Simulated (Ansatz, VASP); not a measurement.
## Pb: VASP beside Ansatz

File INCAR:

```
SYSTEM = Pb
PREC     = Accurate       ! precision mode
ENCUT    = 520            ! plane-wave cutoff, eV
EDIFF    = 1E-7           ! SCF threshold, eV
ISMEAR   = -1             ! smearing method
SIGMA    = 0.05           ! smearing width, eV
LREAL    = .FALSE.        ! projectors in reciprocal space
LASPH    = .TRUE.         ! aspherical terms in the spheres
NELM     = 60             ! most SCF steps
ALGO     = Normal         ! electronic algorithm
ISIF     = 2              ! what is computed and relaxed
LWAVE    = .FALSE.        ! write WAVECAR
LCHARG   = .FALSE.        ! write CHGCAR
NBANDS   = 13             ! bands
```

The input KPOINTS:

```
Automatic mesh
0
G
  13 13 13
  0 0 0
```

The input POSCAR:

```
Pb
1.0
   -1.9979355458      1.9979355458      1.9979355458
    1.9979355458     -1.9979355458      1.9979355458
    1.9979355458      1.9979355458     -1.9979355458
Pb
1
Direct
    0.0000000000      0.0000000000      0.0000000000
```

Input for Ansatz:

```yaml
crystal:
  lattice:
    - [-1.9979355458, 1.9979355458, 1.9979355458]
    - [1.9979355458, -1.9979355458, 1.9979355458]
    - [1.9979355458, 1.9979355458, -1.9979355458]
  atoms:
    - { symbol: Pb, position: [0.0, 0.0, 0.0] }
kpoints:
  mp_grid: { grid: [13, 13, 13] }
  band_path:
    path:
      - [0.0, 0.0, 0.0]
      - [0.5, -0.5, 0.5]
      - [0.0, 0.0, 0.5]
      - [0.0, 0.0, 0.0]
      - [0.25, 0.25, 0.25]
      - [0.5, -0.5, 0.5]
      - [0.25, 0.25, 0.25]
      - [0.0, 0.0, 0.5]
    npoints: 5
scf:
  occupations: { method: fermi_dirac, width: 0.05 }
hamiltonian:
  xc: lda
  pseudopotentials: { kind: all_electron, lapw: { basis_error: 0.00025 } }
output:
  forces: true
  stress: true
  eigenvalues: true
```

Alike in both runs: task single point; functional LDA; k mesh 13 × 13 × 13; occupations fermi-dirac, width 0.05 eV; no spin polarisation.

|  | VASP | Ansatz |
| --- | --- | --- |
| version | VASP 6.6.1 | Ansatz 0.2.0 |
| potentials or method | VASP PAW LDA potentials, release 64 (Pb_d) | all-electron LAPW, scalar-relativistic |
| plane-wave cutoff (eV) | 520 | see its input |

|  | VASP | Ansatz | Ansatz less VASP |
| --- | --- | --- | --- |
| pressure (GPa) | -4.0 | -4.0 | -0.01 |

Ansatz ran all-electron here, so the differences hold the error of VASP's frozen core and of both bases.

Spin-orbit coupling is left out, which matters for the levels of Pb.
